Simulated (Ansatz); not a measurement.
SrF2:
```cif
data_F8Sr4
_chemical_formula_sum 'Sr4 F8'
_space_group_name_H-M_alt 'Fm-3m'
_space_group_IT_number 225
_space_group_name_Hall '-F 4 2 3'
_cell_length_a 5.79057
_cell_length_b 5.79057
_cell_length_c 5.79057
_cell_angle_alpha 90.000
_cell_angle_beta 90.000
_cell_angle_gamma 90.000
loop_
_atom_site_label
_atom_site_type_symbol
_atom_site_symmetry_multiplicity
_atom_site_Wyckoff_symbol
_atom_site_fract_x
_atom_site_fract_y
_atom_site_fract_z
_atom_site_occupancy
Sr1 Sr 4 a 0.00000 0.00000 0.00000 1
F1 F 8 c 0.25000 0.25000 0.25000 1
```
(The calculation used a cell of 3 atoms; values per cell refer to that cell.)

Relaxed with r²SCAN.

Q: Give the optical modes at the zone centre with their infrared and Raman activity from DFPT, r²SCAN (plane waves, PAW; program Ansatz).

A: Transverse frequencies, without the LO–TO term; a row sums one degenerate level.

```
ω (cm⁻¹)  degeneracy  IR ((D/Å)²/amu)  Raman (Å⁴/amu)  activity  symmetry
--------  ----------  ---------------  --------------  --------  --------
221                3            14.96               0        IR       T1u
288                3             0.00             2.2     Raman       T2g
```

Q: How high does the top mode go among those that the LO–TO term moves?

A: 388 cm⁻¹ for q along x.

The r²SCAN relaxation kept the symmetry of its start; phonons on a q-mesh show no instability.

Potentials: the later of the program's two PAW sets.
